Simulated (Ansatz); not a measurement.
What spin–orbit coupling does to the bands of ZnS

```
CELL_PARAMETERS angstrom
0.00000 2.70465 2.70465
2.70465 0.00000 2.70465
2.70465 2.70465 0.00000
ATOMIC_POSITIONS crystal
Zn 0.00000 0.00000 0.00000
S 0.75000 0.75000 0.75000
```

Atom numbers follow the list: Zn1, S2.

The cell is COD entry 9000107, as deposited and not checked against the literature; nothing was relaxed.

All numbers are computed: DFT, PBE, all-electron LAPW, scalar-relativistic (Ansatz 0.2.0); DFT, PBE, all-electron LAPW, Dirac equation with spin-orbit coupling (Ansatz 0.2.0).

Numerical set-up: a Γ-centred 8×8×8 k mesh, Fermi–Dirac smearing of 0.01 eV, basis error target 0.25 meV/atom, no spin polarisation.

Levels between -6 and 4 eV, each run counted from its own valence-band top. Scalar levels are listed once for both spins; with the coupling every spinor state is counted. Levels near the edges of the range can cross them.

Question: At Γ (0.000, 0.000, 0.000) the scalar-relativistic levels are -5.83 (×2), 0.00 (×3), 2.10. What are they with spin–orbit coupling?

Answer: -5.81 (×4), -0.06 (×2), 0.00 (×4), 2.08 (×2).

Question: At K (-0.375, 0.000, 0.375) the scalar-relativistic levels are -5.93, -5.79, -5.48, -4.60, -3.09, -1.79. What are they with spin–orbit coupling?

Answer: -6.00, -5.91, -5.81, -5.71, -5.49, -5.42, -4.64, -4.60, -3.12, -3.11, -1.82, -1.81.

Question: At L (0.000, 0.000, 0.500) the scalar-relativistic levels are -5.80 (×2), -5.62, -5.27, -0.86 (×2), 3.30. What are they with spin–orbit coupling?

Answer: -5.96 (×2), -5.72 (×2), -5.56 (×2), -5.29 (×2), -0.90 (×2), -0.86 (×2), 3.28 (×2).

Question: Without the coupling the gap is 2.10 eV, direct at Γ. And with it?

Answer: 2.08 eV, direct at Γ.
